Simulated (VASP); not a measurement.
Runs of VASP 6.6.1 on MgS. All rows change the cell; the cell of one of them follows. The structure is tetragonal, space group I-4m2 (No. 119). Conventional cell: a = 3.906 Å, b = 3.906 Å, c = 5.666 Å, α = 90.00°, β = 90.00°, γ = 90.00°. Mg (site symmetry -4m2) has 4 S at 2.41 Å as nearest neighbours. S (site symmetry -4m2) has 4 Mg at 2.41 Å as nearest neighbours. The cell comes from a database or a generator and needn't be the stable form of this composition.

| cell | gap on the mesh (eV) | pressure (GPa) |
| --- | --- | --- |
| strain -0.0250 x Voigt [1, 1, 0, 0, 0, 0], atoms carried along | 3.51 | (c) |
| strain +0.0750 x Voigt [1, 1, 0, 0, 0, 0], atoms carried along | 2.50 | -6.7 |
| strain -0.0750 x Voigt [1, 1, 0, 0, 0, 0], atoms carried along | 3.38 | 11.3 |
| strain +0.0500 x Voigt [1, 1, 0, 0, 0, 0], atoms carried along | (b) | (a) |

Alike in all rows: task single point; level PBEsol; potentials or basis VASP PAW PBE potentials, release 64 (Mg, S); no spin polarisation; k mesh 8 × 8 × 8; cutoff (eV) 520; smearing gaussian 0.05 eV.

Q: Fill in the values left out.

A: (a) -5.1; (b) 2.75; (c) 2.6.

Caveats: the PAW data sets were made with another functional, which shifts forces and pressure a little.

A k mesh can miss the band edges.
